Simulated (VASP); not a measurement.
GaAs (zincblende), HSE06 single-point calculation: VASP's output and Ansatz's

POSCAR

```
Ga As
 1.0000000000000000
    -0.0000000000000000    2.8330850953310862    2.8330850953310862
     2.8330850953310862    0.0000000000000000    2.8330850953310862
     2.8330850953310862    2.8330850953310862    0.0000000000000000
 Ga  As
   1   1
Cartesian
  0.0000000000000000  0.0000000000000000 -0.0000000000000000
  1.4165425476655431  1.4165425476655431  1.4165425476655431
```

VASP ran with the recommended PBE PAW datasets (18 valence electrons in the cell).

From OUTCAR

```
k-points           NKPTS =     16   k-points in BZ     NKDIM =    216   number of bands    NBANDS=     16

   NELECT =      18.0000    total number of electrons

   dimension x,y,z NGX =    30 NGY =   30 NGZ =   30
   dimension x,y,z NGXF=    60 NGYF=   60 NGZF=   60

  energy-cutoff  :      520.00
  volume of cell :       45.48
      direct lattice vectors                 reciprocal lattice vectors
     0.000000000  2.833085095  2.833085095    -0.176486051  0.176486051  0.176486051
     2.833085095  0.000000000  2.833085095     0.176486051 -0.176486051  0.176486051
     2.833085095  2.833085095  0.000000000     0.176486051  0.176486051 -0.176486051

 k-points in reciprocal lattice and weights: KPOINTS created by Atomic Simulation Env
   0.00000000  0.00000000  0.00000000       0.005
   0.16666667  0.00000000  0.00000000       0.037
   0.33333333  0.00000000  0.00000000       0.037
   0.50000000  0.00000000  0.00000000       0.019
   0.16666667  0.16666667  0.00000000       0.028
   0.33333333  0.16666667  0.00000000       0.111
   0.50000000  0.16666667  0.00000000       0.111
  -0.33333333  0.16666667  0.00000000       0.111
   ...

 E-fermi :   3.5595

 k-point     1 :       0.0000    0.0000    0.0000
  band No.  band energies     occupation
      1     -13.9142      2.00000
      2     -13.9142      2.00000
      3     -13.9142      2.00000
      4     -13.8349      2.00000
      5     -13.8349      2.00000
      6     -10.4640      2.00000
      7       3.4474      2.00000
      8       3.4474      2.00000
      9       3.4474      2.00000
     10       4.8074      0.00000
     11       7.9859      0.00000
     12       7.9859      0.00000
     13       7.9859      0.00000
     14      11.9981      0.00000
     15      14.5211      0.00000
     16      14.5211      0.00000

 k-point     2 :       0.1667    0.0000    0.0000
  band No.  band energies     occupation
      1     -13.9277      2.00000
      2     -13.9089      2.00000
      3     -13.9089      2.00000
      4     -13.8351      2.00000
      5     -13.8351      2.00000
      6     -10.1228      2.00000
      7       0.6657      2.00000
      8       3.0510      2.00000
      9       3.0510      2.00000
     10       5.8729      0.00000
     11       8.5628      0.00000
     12       8.5628      0.00000
     13       8.9668      0.00000
     14      13.3885      0.00000
     15      13.3885      0.00000
     16      13.3956      0.00000

 k-point     3 :       0.3333    0.0000    0.0000
  band No.  band energies     occupation
      1     -13.9534      2.00000
      2     -13.8999      2.00000
      3     -13.8999      2.00000
      4     -13.8340      2.00000
      5     -13.8340      2.00000
      6      -9.2325      2.00000
      7      -2.3146      2.00000
      8       2.4640      2.00000
      9       2.4640      2.00000
     10       5.4246      0.00000
     11       8.9856      0.00000
     12       8.9856      0.00000
     13      11.6824      0.00000
     14      13.1598      0.00000
     15      14.0765      0.00000
     16      14.0765      0.00000

 k-point     4 :       0.5000    0.0000    0.0000
  band No.  band energies     occupation
      1     -13.9658      2.00000
      2     -13.8963      2.00000
      3     -13.8963      2.00000
      4     -13.8325      2.00000
      5     -13.8325      2.00000
      6      -8.5658      2.00000
      7      -3.7163      2.00000
      8       2.2290      2.00000
      9       2.2290      2.00000
     10       5.1912      0.00000
     11       8.9041      0.00000
     12       8.9041      0.00000
     13      12.0901      0.00000
     14      14.9753      0.00000
     15      16.4482      0.00000
     16      16.4482      0.00000

 k-point     5 :       0.1667    0.1667    0.0000
  band No.  band energies     occupation
      1     -13.9372      2.00000
      2     -13.9037      2.00000
      3     -13.9037      2.00000
      4     -13.8393      2.00000
      5     -13.8322      2.00000
      6     -10.0078      2.00000
      7       0.7023      2.00000
      8       2.3847      2.00000
      9       2.3847      2.00000
     10       6.7307      0.00000
     11       7.3525      0.00000
     12       9.6147      0.00000
     13       9.6147      0.00000
     14      11.7507      0.00000
     15      14.1571      0.00000
     16      14.9932      0.00000

 k-point     6 :       0.3333    0.1667    0.0000
  band No.  band energies     occupation
      1     -13.9579      2.00000
      2     -13.8958      2.00000
      3     -13.8938      2.00000
      4     -13.8418      2.00000
      5     -13.8303      2.00000
      6      -9.2844      2.00000
      7      -1.5880      2.00000
      8       1.5141      2.00000
      9       1.7798      2.00000
     10       6.6795      0.00000
     11       8.0944      0.00000
     12       9.9081      0.00000
     13      10.4524      0.00000
     14      13.2926      0.00000
     15      15.2451      0.00000
     16      15.3828      0.00000

 ...

  Total        0.1374562      0.1374562      0.1374562     -0.0000000      0.0000000      0.0000000
  in kB        4.8424602      4.8424602      4.8424602     -0.0000000      0.0000000      0.0000000
  external PRESSURE =       4.8424602 kB  Pullay stress =       0.0000000 kB

 POSITION                                       TOTAL-FORCE (eV/Angst)
 -----------------------------------------------------------------------------------
      0.00000      0.00000      0.00000        -0.000000     -0.000000     -0.000000
      1.41654      1.41654      1.41654         0.000000      0.000000      0.000000
 -----------------------------------------------------------------------------------
    total drift:                               -0.000021     -0.000025     -0.000016

  FREE ENERGIE OF THE ION-ELECTRON SYSTEM (eV)
  ---------------------------------------------------
  free  energy   TOTEN  =        -9.8476955777 eV

  energy  without entropy=       -9.8476955777  energy(sigma->0) =       -9.84769558
```

The two codes use different PAW datasets and cutoffs. VASP's cell holds 18 valence electrons and Ansatz's 28. Ansatz's stress includes a Pulay correction; VASP's doesn't.

Task: What does Ansatz give for the same cell and level of theory?

Result: gap between bands v and c 1.36 eV; least direct gap 1.36 eV; pressure 0.6 GPa.

Ansatz printed

```
SCF 3 converged in 5 iterations: F = -8641.586511 eV  dr2 = 2.02e-9
hybrid outer 2: dexx = +1.042e-6 eV, tail = 3.74e-8 eV, Δε = 2.92e-3 eV (about 1.07e-4 eV left of the loop's levels)
NSCF: frozen V_eff on 6 k-points
hybrid SCF converged: 2 outer / 12 inner (+4 warm-up), last move |dexx| = 1.04e-6 eV, tail = 3.74e-8 eV
Stability not checked: this state was not tested for a lower state beside it, because the functional holds exact exchange (a hybrid, or Hartree-Fock), whose exchange loop this test does not read (fock_operator; see scf.lower_state_search)
Free energy (F): -8641.586511 eV
Frozen-core exchange: fock
Harris-Foulkes:  -8641.586511 eV  (|F-HF|=9.79e-10)
Internal energy: -8641.586511 eV  (E = F + TS)
E sigma→0 (E₀):  -8641.586511 eV
Fermi energy:    7.691207 eV
--- Per-component energies (eV) ---
  E_band       = -389.650377
  E_kinetic    = 217.540959
  E_local      = -3929.459209  (includes V_loc(G=0)·N_el)
  E_nonlocal   = -244.698695
  E_hartree    = 1983.373560
  E_xc         = -119.293493
  E_vxc        = -109.889329  (∫ρ·V_xc dr)
  E_exx        = -109.347870  (= α·E_x^exact, valence–valence)
  E_paw        = -3746.265247  (= ΣΔE_a)
  E_vpaw       = -71.195608  (= ΣTr[D̂ρ^β])
  E_aug_tail   = -0.000132  (compensation charges beyond the density's cutoff)
  E_ewald      = -2692.788387
  E_core_change = -0.647998  (= ΣΔE_core)
  E_smearing   = -0.000000  (= −TS)
  E_closure    = 0.000000  (closes the sum)
  Σ components = -8641.586511   (vs F -8641.586511, Δ=-1.82e-12)
--- Forces (eV/Å), atoms counted from 1 ---
  atom   1  Ga     0.00000000     0.00000000     0.00000000
  atom   2  As    -0.00000000    -0.00000000    -0.00000000
  max |Σ_I F_I| component: 2.36e-16 eV/Å
--- Stress (GPa, compression-positive) ---
        0.627694      -0.000000      -0.000000
        0.000000       0.627694       0.000000
        0.000000       0.000000       0.627694
  P = ⅓ Tr σ = 0.6277 GPa (6.277 kbar)
--- Band table (eV; the first three rows and the last of 16) ---
  k-point 0: bands = ["-30.8526", "-30.8526", "-30.8526", "-30.8413", "-30.8413", "-9.7289", "-9.7289", "-9.7289", "-9.6493", "-9.6493", "-6.2147", "7.6912", "7.6912", "7.6912", "9.0553", "12.2222", "12.2222", "12.2222"]
  k-point 1: bands = ["-30.8525", "-30.8524", "-30.8524", "-30.8413", "-30.8413", "-9.7420", "-9.7236", "-9.7236", "-9.6496", "-9.6496", "-5.8733", "4.9054", "7.2927", "7.2927", "10.1147", "12.8017", "12.8017", "13.2106"]
  k-point 2: bands = ["-30.8523", "-30.8520", "-30.8520", "-30.8411", "-30.8411", "-9.7672", "-9.7145", "-9.7145", "-9.6486", "-9.6486", "-4.9811", "1.9196", "6.7035", "6.7035", "9.6629", "13.2253", "13.2253", "15.9274"]
  k-point 15: bands = ["-30.8527", "-30.8515", "-30.8509", "-30.8414", "-30.8406", "-9.7997", "-9.6969", "-9.6880", "-9.6629", "-9.6439", "-3.4515", "0.4939", "4.0908", "4.2682", "11.6673", "11.9454", "15.8094", "16.1072"]
```
